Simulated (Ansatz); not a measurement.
The system is BaTiO3.

```
CELL_PARAMETERS angstrom
-0.09159 0.02278 -3.96240
3.88088 4.13178 0.06850
3.92317 -4.17407 0.11386
ATOMIC_POSITIONS crystal
Ba 0.99749 0.00015 0.00043
Ba 0.99982 0.49875 0.50109
Ti 0.50075 0.49906 0.99785
Ti 0.50366 0.99877 0.49738
O 0.99896 0.49878 0.99824
O 0.00194 0.99976 0.50212
O 0.49413 0.25153 0.25251
O 0.49937 0.75231 0.74826
O 0.50326 0.25086 0.74969
O 0.50062 0.75003 0.25243
```

Program: Ansatz 0.2.0. Alike in all runs: potentials or basis Ansatz PAW; cell as given; k mesh 7 × 5 × 5; smearing fermi-dirac 0.05 eV. Hardware: 4 threads of Arm Neoverse V1 (shared host).

Order these runs on this cell by their wall time, lowest first.
A. task single point; level PBE; spin off; cutoff (eV) 350
B. task band structure; level LDA; spin off; cutoff (eV) 420; points for each segment of the path 10
C. task band structure; level r2SCAN; spin SOC, no magnetisation; cutoff (eV) 500; points for each segment of the path 10

A (12 s), B (58 s), C (510 s).

Caveats: the cutoff lies under the one recommended for these potentials (some runs).
